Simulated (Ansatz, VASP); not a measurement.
Two plane-wave programs on K2F

```
CELL_PARAMETERS angstrom
4.19488 0.00000 0.00000
0.00000 4.19488 0.00000
0.00000 0.00000 5.23363
ATOMIC_POSITIONS crystal
K 0.50000 0.00000 0.50000
K 0.00000 0.50000 0.50000
F 0.00000 0.00000 0.50000
```

Alike in both runs: task single point; functional PBE; k mesh 4 × 4 × 4; occupations gaussian, width 0.1 eV; no spin polarisation.

```csv
,VASP,Ansatz
version,VASP 6.6.1,Ansatz 0.2.0
potentials or method,"VASP PAW PBE potentials, release 64 (K_sv, F)","scalar-relativistic, plane waves, PAW"
plane-wave cutoff (eV),520,420
valence electrons in the cell,25,25
```

VASP gave:

- gap on the k mesh at the Fermi level (eV): none
- pressure (GPa): 19.5
- largest component of the traceless stress (GPa): 20.64

Q: Estimate Ansatz's values.

A: gap on the k mesh at the Fermi level (eV): none; pressure (GPa): 18.8; largest component of the traceless stress (GPa): 19.90.

A gap of «none» marks a metal or a gap that the smearing closes. With one functional, cell and mesh, what is left measures potentials, basis and numerics.

Caveats: the k mesh is coarse (spacing up to 0.37 Å⁻¹), so the values aren't converged; so large a pressure means that the cell lies far from this level's equilibrium, or that cutoff or potentials fall short (VASP); an odd number of electrons without spin polarisation forces a metal; a magnetic or distorted state may lie lower.
